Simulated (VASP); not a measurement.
# BAs (F-43m) under biaxial strain in the (111) plane

Wanted: the response of BAs to biaxial strain in the (111) plane, as a table, with a fit that predicts a row left out.

Main program and level: VASP 6.6.1; LDA; plane waves and PAW (B, As), in the first sound run; inputs show where later runs differ.

Report form: the programs' logs are mostly left out.

### Step 1. Starting point

Symmetry: F-43m, No. 216, cubic system. Conventional cell: a = 4.777 Å, b = 4.777 Å, c = 4.777 Å, α = 90.00°, β = 90.00°, γ = 90.00°. B has 4 As at 2.07 Å nearest. Nearest to As lie 4 B at 2.07 Å. Farther neighbours are not listed.

Structure file:

```xyz
2
Lattice="0.0000 2.3885 2.3885 2.3885 0.0000 2.3885 2.3885 2.3885 0.0000" Properties=species:S:1:pos:R:3 pbc="T T T"
B     0.0000    0.0000    0.0000
As    1.1943    1.1943    1.1943
```

### Step 2. Relax the crystal, LDA

The series starts from the cell that this level prefers, so that zero strain is near zero stress.

This step took 2 runs in a row; the last is shown.

Level: LDA; plane waves and PAW (B, As).

INCAR

```
SYSTEM = BAs
PREC = Accurate
ENCUT = 480
EDIFF = 1E-07
NELM = 120
ISMEAR = 0
SIGMA = 0.02
LREAL = .FALSE.
ALGO = Normal
GGA = CA
NBANDS = 10
LASPH = .TRUE.
LORBIT = 11
LWAVE = .FALSE.
LCHARG = .FALSE.
KPAR = 16
IBRION = 2
NSW = 40
ISIF = 3
EDIFFG = -0.005
POTIM = 0.4
```

POSCAR

```
BAs
1.0
    0.0000000000      2.3711864423      2.3711864423
    2.3711864423      0.0000000000      2.3711864423
    2.3711864423      2.3711864423      0.0000000000
B As
1 1
Direct
    0.0000000000      0.0000000000      0.0000000000
    0.2500000000      0.2500000000      0.2500000000
```

KPOINTS

```
Automatic mesh
0
Gamma
11 11 11
0 0 0
```

PAW data sets: B and As (LDA family, release 64).

The run is started by

```
$ mpirun -np 16 vasp_std
```

The job ended after 3.8 s (16 MPI ranks of AMD EPYC 7R43, shared host; peak memory 1.7 GiB; 35 s of CPU time).

Numbers from this step:

```
energy(sigma→0) of the program : -12.9263 eV
stress, compression positive   : 0.00 along [111], 0.00 across it (mean), GPa
volume                         : 26.664 Å³
ionic steps                    : 1
```

### Step 3. Strain along the normal, LDA

One member in full: the plane is strained by 0.5 %, and the strain along the normal is moved by secant steps until the normal stress is under 0.012 GPa or five steps are spent; the atoms relax at each step.

This step took 3 runs, each at a new trial strain with the atoms of the one before; the last is shown.

Level: LDA; plane waves and PAW (B, As); cell typed or built by script.

INCAR, as its differences from that of step 2:

```diff
@@ -15,7 +15,7 @@
 LCHARG = .FALSE.
-KPAR = 16
-IBRION = 2
-NSW = 40
-ISIF = 3
-EDIFFG = -0.005
-POTIM = 0.4
+KPAR = 4
+IBRION = 1
+NSW = 25
+ISIF = 2
+EDIFFG = -0.004
+POTIM = 0.3
```

POSCAR

```
BAs
1.0
   -0.0098599880      2.3731823870      2.3731823870
    2.3731823870     -0.0098599880      2.3731823870
    2.3731823870      2.3731823870     -0.0098599880
B As
1 1
Direct
    0.9998130111      0.9998130111      0.9998130111
    0.2501869889      0.2501869889      0.2501869889
```

KPOINTS is that of step 2.

The run is started by

```
$ mpirun -np 4 vasp_std
```

Run time: 25 s. Hardware: 4 MPI ranks; peak memory 0.51 GiB.

Read from the output:

| Item | Value |
| --- | --- |
| energy(sigma→0) of the program | -12.9247 eV |
| stress, compression positive | 0.01 along [111], -1.90 across it (mean), GPa |
| ionic steps | 1 |

### Step 4. Band edges, HSE06

Short lines in KPOINTS_OPT sample the zone centre along and across the normal of the plane, for masses, and the other valleys.

Level: HSE06; plane waves and PAW (B, As); cell typed or built by script.

INCAR

```
SYSTEM = BAs
PREC = Accurate
ENCUT = 480
EDIFF = 1E-06
NELM = 100
ISMEAR = 0
SIGMA = 0.02
LREAL = .FALSE.
ALGO = Normal
LHFCALC = .TRUE.
AEXX = 0.25
GGA = PE
HFSCREEN = 0.2
LASPH = .TRUE.
NBANDS = 9
PRECFOCK = Fast
LWAVE = .FALSE.
LCHARG = .FALSE.
KPAR = 4
```

POSCAR is that of step 3.

KPOINTS

```
Automatic mesh
0
Gamma
6 6 6
0 0 0
```

KPOINTS_OPT

```
Line mode
6
Line-mode
Reciprocal
  0.00000000   0.00000000   0.00000000
  0.02176143   0.02176143   0.02176143

  0.00000000   0.00000000   0.00000000
 -0.01340932   0.01340932  -0.00000000

  0.31000000   0.31000000   0.00000000
  0.50000000   0.50000000   0.00000000

  0.00000000   0.31000000   0.31000000
  0.00000000   0.50000000   0.50000000

  0.45000000   0.45000000   0.45000000
  0.50000000   0.50000000   0.50000000

  0.45000000   0.00000000   0.00000000
  0.50000000   0.00000000   0.00000000

  0.42500000   0.42500000   0.00000000
  0.42492154   0.44388519   0.01888519

  0.50000000   0.50000000   0.50000000
  0.48659068   0.51340932   0.50000000
```

The run is started by

```
$ mpirun -np 4 vasp_std
```

It took 7.1 min on 4 MPI ranks; peak memory 0.9 GiB; 20 min of CPU time.

This run gave:

```
energy(sigma→0) of the program : -13.3607 eV
```

### Step 5. The table

Hybrid runs start from orbitals of a short LDA run, not shown.

Runs beyond LDA use the data sets made with LDA; this shifts their levels slightly, and their total energies have another zero.

The other members went through these steps as far as the tables show, with the same cutoff and, step by step, the same mesh; 42 runs are not shown. The session took 5.5 core hours (wall time by ranks) on a shared machine.

```csv
in-plane strain (%),strain along the normal (%),"in-plane stress, tension positive (GPa)",energy above the unstrained row (meV/atom),"gap on the mesh, LDA (eV)"
-2.000,0.526,-8.446,13.622,0.988
-1.500,0.390,-6.201,7.592,1.043
-1.000,0.257,-4.048,3.353,1.078
-0.500,0.128,-1.984,0.842,1.110
0,0.000,-0.001,0.000,1.136
0.500,-0.124,1.896,0.771,1.109
1.000,-0.245,3.702,3.094,1.082
1.500,-0.363,5.431,6.907,1.058
2.000,-0.480,7.081,12.161,1.035
```

Slopes at zero strain, from cubics through all rows: strain ratio -0.251, stress over strain 387 GPa.

Band edges at HSE06, counted from the valence-band top at Γ, with one row partly withheld:

```csv
in-plane strain (%),gap (eV),conduction band at Γ (eV),Δ or X valley along z (eV),Δ or X valley along x (eV),"lowest conduction level at L, [111] (eV)","lowest conduction level at L, [-111] (eV)",second valence level below the top (eV),third valence level below the top (eV)
-2.000,1.683,3.783,1.680,1.680,4.226,3.707,0.000,0.273
-1.500,1.736,3.890,1.729,1.729,4.095,3.713,0.000,0.195
-1.000,1.778,3.990,1.770,1.770,3.964,3.714,0.000,0.123
-0.500,1.813,4.080,1.807,1.807,3.835,3.712,0.000,0.056
0,1.842,4.161,1.836,1.836,3.706,3.706,0.000,0.000
0.500,1.815,4.082,1.810,1.810,3.527,3.645,0.051,0.051
1.000,1.788,4.005,1.782,1.782,?,3.584,0.099,0.099
1.500,1.762,3.934,1.756,1.756,3.186,3.527,0.141,0.141
2.000,1.738,3.868,1.731,1.731,3.026,3.473,0.176,0.176
```

### Step 6. Working out the slope

The quantity to fit is the splitting of the lowest conduction levels at the L points ([111] less [-111]) at HSE06: 0.519, 0.382, 0.250, 0.123, 0.000, -0.118, -0.341, -0.447 eV in the rows shown.

Fitting a parabola to the 8 known rows (d: strain along the axis less the strain across it, in %) gives E = 0.005059 d² + 0.1927 d − 6.86e-5 in eV; the residuals are 2.7e-4 eV r.m.s.

At d = -1.245 this predicts -0.2320 eV.

### Step 7. The withheld row

The calculation gives -0.2318 eV, so the prediction is 0.0002 eV too low.

The splitting is Ξu times 8/9 of d, with d as a fraction, so the linear term gives Ξu = 21.7 eV.

### Step 8. What came out

| Item | Value |
| --- | --- |
| ratio of normal to in-plane strain | -0.251 |
| biaxial modulus | 387 GPa |
| gap of the unstrained cell, HSE06 | 1.84 eV |
| shear deformation potential Ξu of the lowest conduction levels at L | 21.7 eV |
| error of the predicted row | -0.2 meV |

In words: As a check, the curvature of the energy gives 387 GPa for the same modulus (energy per volume = M × strain²), 0 % from the slope of the stress. At HSE06 the lowest conduction valley is Δ or X throughout, and the gap runs between 1.68 and 1.84 eV. Hole masses are left out throughout, since the top bands are degenerate or cross in many series; of conduction masses, those of the Γ, L and (for Si and Ge under (001) strain) Δ valleys are kept where they change by under an eighth between rows. A measured gap of unstrained BAs is 4.12 eV (arxiv:1911.04914, direct gap from square of absorption coefficient, average of two samples, so it belongs beside the lowest direct gap, not the least one, 300 K); the static gaps here belong to the lattice relaxed at LDA. HSE06 ran on a coarser mesh than the semilocal levels. Spin-orbit coupling is left out at HSE06, so the valence splittings there lack it. Δ or X levels are the lowest on their line, refined by a parabola unless they lie at X; the gap is read from all points sampled and can differ from the lowest valley by some meV, or by tens of meV where strain moves the valence top off Γ. Temperature, zero-point motion and excitons are left out.

[Lines on the potential files, build, host, timing and source positions are cut from VASP's logs without a mark.]

[Logs are printed without paths, hosts, clocks, repeated set-up lines and the standing remarks that a program may print on its own settings, such as how far it seeks lower states.]

[Hosts, paths, dates, database ids (printed as entryN), source tags and the programs' standing remarks are cut or masked in the printed files.]

[In band tables of VASP the shares of atoms and orbitals are scaled to a sum of 1 inside the atoms' spheres.]
